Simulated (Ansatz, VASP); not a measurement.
**CsH in VASP and in Ansatz**

```
Cs H
1.0
     0.00000    3.20911    3.20911
     3.20911    0.00000    3.20911
     3.20911    3.20911    0.00000
Cs H
1 1
Direct
  0.00000 0.00000 0.00000
  0.50000 0.50000 0.50000
```

Alike in both runs: functional r2SCAN; k mesh 8 × 8 × 8; occupations fermi-dirac, width 0.02 eV; no spin polarisation.

Ansatz relaxed the structure, and its values are those at the end. VASP's run is a single point on that final structure, the one shown.

|  | VASP | Ansatz |
| --- | --- | --- |
| version | VASP 6.6.1 | Ansatz 0.2.0 |
| potentials or method | VASP PAW PBE potentials, release 64 (Cs_sv, H) | PAW plane waves |
| plane-wave cutoff (eV) | 520 | 500 |
| valence electrons in the cell | 10 | 10 |

|  | VASP | Ansatz | Ansatz less VASP |
| --- | --- | --- | --- |
| gap on the k mesh at the Fermi level (eV) | 2.69 | 2.70 | +0.015 |
| pressure (GPa) | -0.1 | -0.2 | -0.03 |

With one functional, cell and mesh, what is left measures potentials, basis and numerics. Ansatz warned: «stress_scf_threshold_loose».

Caveats: the PAW data sets were made with another functional, which shifts forces and pressure a little (VASP); spin-orbit coupling is left out, which moves the levels of the heavy elements. A k mesh can miss the band edges. r2SCAN opens gaps a little over a GGA but as a rule still falls short of measured ones.
